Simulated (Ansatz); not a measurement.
AlCu3: enthalpy against pressure

AlCu3, Fm-3m, a = 5.781 Å. The structure is a Materials Project entry; whether it is the stable form wasn't checked. Ansatz: r2SCAN, PAW, 500 eV, Γ-centred 12×12×12 mesh on 4 atoms, Gaussian smearing 0.10 eV; no spin polarisation. Cell and atoms are relaxed at each pressure, and no other structure is tried, so the rows at high pressure may lie past a change of phase. y is the enthalpy over the state at zero pressure; there V0 = 12.077 Å³/atom. The pressures are the targets, met within 0.04 GPa.

```
P (GPa) y (eV/atom)
   -2.0      -0.1518
    0.0       0.0000
    2.0       0.1498
    5.0            ?
   10.0       0.7315
   20.0       1.4264
   40.0       2.7369
```

Question: Fit y = c1 P + c2 P² + c3 P³ to the other rows, say what c1 and c2 mean, and predict the missing value.

Answer: Least squares on the rows shown. y = 0.075301 P − 0.00022653 P² + 1.3647×10⁻⁶ P³. Since dH/dP = V, c1 is V0: 0.075301 eV/GPa × 160.2 = 12.063 Å³ against 12.077; c2 = −V0/(2B0) gives B0 = 166 GPa, where a Birch–Murnaghan fit to the volumes of the same runs (not shown) gives 151 GPa: a cubic over this range folds the higher terms into c2. At P = 5.0 the fit asked for gives 0.3710 eV/atom. The run gave 0.3710 eV/atom, the same to the digits shown.

The mesh isn't the same in all rows (12×12×12, 14×14×14).